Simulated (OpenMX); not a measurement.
**AlNi in OpenMX: the effect of biaxial strain**

AlNi:

```
Ni Al
1.0
     2.76576    0.00000    0.00000
     0.00000    2.76576    0.00000
     0.00000    0.00000    2.88100
Ni Al
1 1
Direct
  0.50000 0.50000 0.50000
  0.00000 0.00000 0.00000
```

Alike in all runs:

* Program: OpenMX 3.8.5
* Task: single point
* Functional: PBE
* Potentials or basis: OpenMX 2013 PBE set, Ni6.0H-s3p2d2, Al7.0-s2p2d1, grid cutoff 500 Ry
* k mesh: 7 × 7 × 7
* Occupations: fermi-dirac, width 0.05 eV
* Spin: collinear spin, ferromagnetic start
* Starting moments: [1.0, 0.0] μB

| biaxial strain | pressure (GPa) |
| --- | --- |
| -4 % | 20.9 |
| -2 % | 11.5 |
| 0 % | 3.7 |
| 2 % | ? |
| 4 % | -7.9 |

Q: What does the run with biaxial strain 2 % give?

A: Pressure -2.7 GPa.

Worked out: A parabola through the other rows of the pressure, of slope -2.89 GPa per % there, gives -2.8 GPa, against the run's -2.7.

Caveats: the basis of atomic orbitals isn't converged, which shifts pressures, moduli and gaps.
